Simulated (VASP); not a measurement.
The system is Al.

```
Al
1.0
     0.00000    2.02481    2.02481
     2.02481    0.00000    2.02481
     2.02481    2.02481    0.00000
Al
1
Direct
  0.00000 0.00000 0.00000
```

| Property | Result |
| --- | --- |
| Program | VASP 6.6.1 |
| Task | relaxation of cell and atoms |
| Functional | PBE |
| Dispersion | D3(BJ) |
| Potentials or basis | VASP PAW PBE potentials, release 64 (Al) |
| Cutoff | 600 eV |
| k mesh | 11 × 11 × 11 |
| Occupations | fermi-dirac, width 0.05 eV |
| Spin | no spin polarisation |

At the start: pressure -3.8 GPa; volume 16.60 Å³/atom.

Problem. Where does the relaxation end?

Solution. Over 3 steps the energy falls by 9.8 meV/atom and the volume is 15.82 Å³/atom (-4.7 %); space group Fm-3m (No. 225, to 0.05 Å).

The path:
```tsv
step	energy change (eV)	largest force (eV/Å)	pressure (GPa)	volume (Å³)
1	0.0000	0.0000	-3.81	16.60
2	-0.0094	0.0000	0.82	15.67
3	-0.0098	0.0000	0.01	15.82
```

Final structure:
```
CELL_PARAMETERS angstrom
0.00000 1.99229 1.99229
1.99229 0.00000 1.99229
1.99229 1.99229 0.00000
ATOMIC_POSITIONS crystal
Al 0.00000 0.00000 0.00000
```

The cell as given is a measured one (16.60 Å³/atom); PBE+D3(BJ) puts the equilibrium volume -4.7 % from it, thermal expansion not counted.

Caveat: pairwise dispersion overbinds metals, which lowers pressure and volume.
